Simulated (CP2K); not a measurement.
AlRu: equation of state with LDA

Crystal: AlRu.

```xyz
2
Lattice="2.9916 0.0000 0.0000 0.0000 2.9916 0.0000 0.0000 0.0000 2.9916" Properties=species:S:1:pos:R:3 pbc="T T T"
Ru    1.4958    1.4958    1.4958
Al    0.0000    0.0000    0.0000
```

- Program: CP2K 2026.2
- Task: equation of state
- Functional: LDA
- Potentials or basis: GTH_POTENTIALS Ru GTH-PADE-q16, Al GTH-PADE-q3; TZVP-MOLOPT-PBE-GTH basis
- Density cutoff: 6123 eV
- k mesh: 9 × 9 × 9
- Occupations: fermi-dirac, width 0.05 eV
- Spin: no spin polarisation

- Equilibrium volume: 12.84 Å³/atom
- Bulk modulus: 237 GPa
- Pressure derivative of the bulk modulus: 4.3

Energy against volume, from the lowest point:
```
volume (Å³/atom)  energy (meV/atom)
          12.584               4.00
          12.851               0.00
          13.119               4.23
          13.387              15.85
          13.655              34.09
          13.922              58.27
          14.190              87.74
```

All runs of the series together: 14 min on 1 thread of Arm Neoverse N1, on a shared host.

Caveat: the basis of atomic orbitals isn't converged, which shifts pressures, moduli and gaps. LDA usually gives volumes a few per cent too small.
